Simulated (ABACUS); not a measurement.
# BN under changes of volume

One of the cells (9.145 Å³/atom); the others are scaled copies at fixed shape and fractional positions:

```xyz
2
Lattice="1.2511 0.7223 3.3729 -1.2511 0.7223 3.3729 0.0000 -1.4447 3.3729" Properties=species:S:1:pos:R:3 pbc="T T T"
N     0.0000    0.0000    6.7517
B     0.0000    0.0000    0.0033
```

The cell is a database's computed one.

```yaml
Program: ABACUS 3.10.1
Functional: PBEsol
Potentials_or_basis: PseudoDojo NC SR 0.4.1 PBEsol standard
Cutoff: 1143 eV
Density_cutoff: 4572 eV
Basis: plane waves
k_mesh: 12 × 12 × 12
Occupations: fermi-dirac, width 0.05 eV
Spin: no spin polarisation
```

```csv
volume (Å³/atom),energy over the lowest point (meV/atom),pressure (GPa),gap on the mesh (eV),largest force (eV/Å)
8.596,?,?,?,?
8.779,14.32,11.7,4.25,0.000
8.962,4.13,6.2,4.23,0.002
9.145,0.00,1.1,4.21,0.003
9.328,1.40,-3.5,4.18,0.004
9.510,7.84,-7.7,4.16,0.006
9.693,18.90,-11.6,4.13,0.007
```

Question: What does the run at 8.596 Å³/atom give?

Answer: Energy over the lowest point 31.15 meV/atom; pressure 17.8 GPa; gap on the mesh 4.28 eV; largest force 0.002 eV/Å.

Worked out: A Birch-Murnaghan fit of order 3 (a polynomial in V^(-2/3)) to the other rows has its minimum at 9.19 Å³/atom with B0 = V·E''(V) = 238 GPa and B' = 3.5 at fixed shape and positions, which overstates the stiffness. It gives 31.16 meV/atom at 8.596 Å³/atom, against the run's 31.15, and -dE/dV = 17.8 GPa, against 17.8. A straight line through the other rows of the gap, of slope -1.21 eV per unit of ln V, extrapolates to 4.28 eV, against the run's 4.28.

Energies are extrapolated to zero smearing.

A mesh can miss the band edges.
